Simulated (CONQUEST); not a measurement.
A run of CONQUEST 1.3 is set up as follows.

The input Conquest_input:

```
IO.Title CdO
IO.Coordinates coords.dat
IO.FractionalAtomicCoords T
IO.Iprint 2
IO.Iprint_init 1
General.NumberOfSpecies 2
General.PseudopotentialType hamann
AtomMove.TypeOfRun static
AtomMove.FullStress T
Grid.GridCutoff 150
DM.SolutionMethod diagon
Diag.MPMesh T
Diag.GammaCentred T
Diag.MPMeshX 10
Diag.MPMeshY 10
Diag.MPMeshZ 7
Diag.kT 0.00183747
minE.SCTolerance 1e-6
SC.MaxIters 100
IO.AtomChargeOutput T
%block ChemicalSpeciesLabel
1 112.410 Cd
2 16.000 O
%endblock
```

File coords.dat:

```
    6.2789831016     0.0000000000     0.0000000000
    0.0000000000     6.2789831016     0.0000000000
    0.0000000000     0.0000000000     8.8798230596
4
  0.0000000000   0.0000000000   0.0000000000 1 T T T
  0.5000000000   0.5000000000   0.5000000000 1 T T T
  0.0000000000   0.0000000000   0.5000000000 2 T T T
  0.5000000000   0.5000000000   0.0000000000 2 T T T
```

Potentials or basis: PseudoDojo NC PBE, SZP, grid cutoff 150 Ha.

The run is started by

```console
$ Conquest
```

(1) What does it give for the pressure?

(2) Predict the Mulliken charges.

(3) Predict the band gap on the k mesh.

Answers

(1) 13.7 GPa.

(2) Cd +0.62; O -0.62 e.

(3) none (metal or under the smearing width).

Caveat: the atomic basis is small; the basis of atomic orbitals isn't converged, which shifts pressures, moduli and gaps; the real-space grid breaks the cell's symmetry a little.
